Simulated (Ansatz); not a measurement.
# The Hg atom under revPBE: one spin start

A free mercury atom, as needed for binding energies. It is solved at Γ with spin polarisation and no symmetry, from 2 unpaired electrons. The moment is free to change.

Program: Ansatz 0.2.0. Level of theory: DFT revPBE, plane waves (420 eV) with PAW, scalar-relativistic; PBE-made PAW files. These are calculated values, not measurements.

## 1. The system as given

Periodic box: 14.0 × 14.4 × 14.8 Å.

As a file:

```
CELL_PARAMETERS angstrom
14.00000 0.00000 0.00000
0.00000 14.40000 0.00000
0.00000 0.00000 14.80000
ATOMIC_POSITIONS crystal
Hg 0.50000 0.50000 0.50000
```

## 2. Start with 2 unpaired electrons

input.yaml

```yaml
crystal:
  lattice:
    - [14.0, 0.0, 0.0]
    - [0.0, 14.4, 0.0]
    - [0.0, 0.0, 14.8]
  atoms:
    - { symbol: Hg, position: [0.5, 0.5, 0.5], spin: 2.0 }
  symmetry: { detect: false, time_reversal: true }
hamiltonian:
  xc: revpbe
  pseudopotentials:
    kind: paw
    azcp:
      Hg: "pseudopotentials/Hg.paw.azcp"
basis:
  ecutwfc: 420
  fft_grid_basis: typed
kpoints:
  mp_grid: { grid: [1, 1, 1], shift: [0, 0, 0] }
magnetization:
  spin_polarized: true
scf:
  occupations: { method: fermi_dirac, width: 0.01 }
output:
  write_density: true
  write_potential: true
  elf: true
  volumetric_format: npy
```

Run with:

```console
$ ansatz run input.yaml --threads 4 --pin off --max-ram 8192MiB --backend cpu --events-out ev --progress --plain --runs-dir out
```

Before running it: what results should come out? Wanted: start 2: end moment; gap between levels; above alpha-Hg.

The runs gave:

| quantity | value |
| --- | --- |
| start 2: end moment | 0.00 μB |
| gap between levels | 5.71 eV |
| above alpha-Hg (rhombohedral) | 0.00 eV/atom |

**Reading.** Started at 2 μB, the atom ends with 0.00 μB. It lies 0.00 eV above the element's usual form at the same level (alpha-Hg (rhombohedral), from a run of its own). If this is the atom's lowest state, that is the cohesive energy, without zero-point motion or spin-orbit coupling.

These are semilocal Kohn-Sham gaps, which aren't the measured quantity. Such gaps usually fall short of the measured ones; spin-orbit coupling, left out here, narrows gaps with Hg, so the two errors partly cancel.
